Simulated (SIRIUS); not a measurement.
**CdS (Hawleyite) under changes of volume**

One of the cells (25.304 Å³/atom); the others are scaled copies at fixed shape and fractional positions:

```
CELL_PARAMETERS angstrom
0.00000 2.93582 2.93582
2.93582 0.00000 2.93582
2.93582 2.93582 0.00000
ATOMIC_POSITIONS crystal
Cd 0.00000 0.00000 0.00000
S 0.75000 0.75000 0.75000
```

| Item | Value |
| --- | --- |
| Program | SIRIUS 7.12.0 |
| Functional | PBE |
| Potentials or basis | all-electron FP-LAPW |
| Cutoff | 174 eV |
| Basis | apw+lo standard |
| k mesh | 8 × 8 × 8 |
| Occupations | fermi-dirac, width 0.05 eV |
| Spin | no spin polarisation |

```csv
volume (Å³/atom),energy over the lowest point (meV/atom),gap on the mesh (eV)
23.319,56.68,1.27
23.815,36.03,1.23
24.312,20.60,1.18
25.304,2.89,1.10
25.800,0.00,1.05
26.296,?,?
```

What does the run at 26.296 Å³/atom give?

Energy over the lowest point 0.11 meV/atom; gap on the mesh 1.01 eV.

Worked out: A Birch-Murnaghan fit of order 3 (a polynomial in V^(-2/3)) to the other rows has its minimum at 25.97 Å³/atom, just outside them, with B0 = V·E''(V) = 56 GPa and B' = 4.0. It gives 0.50 meV/atom at 26.296 Å³/atom, against the run's 0.11. A straight line through the other rows of the gap, of slope -2.16 eV per unit of ln V (its deformation potential), extrapolates to 1.01 eV, against the run's 1.01.

Energies are extrapolated to zero smearing.

Spin-orbit coupling on Cd is left out.
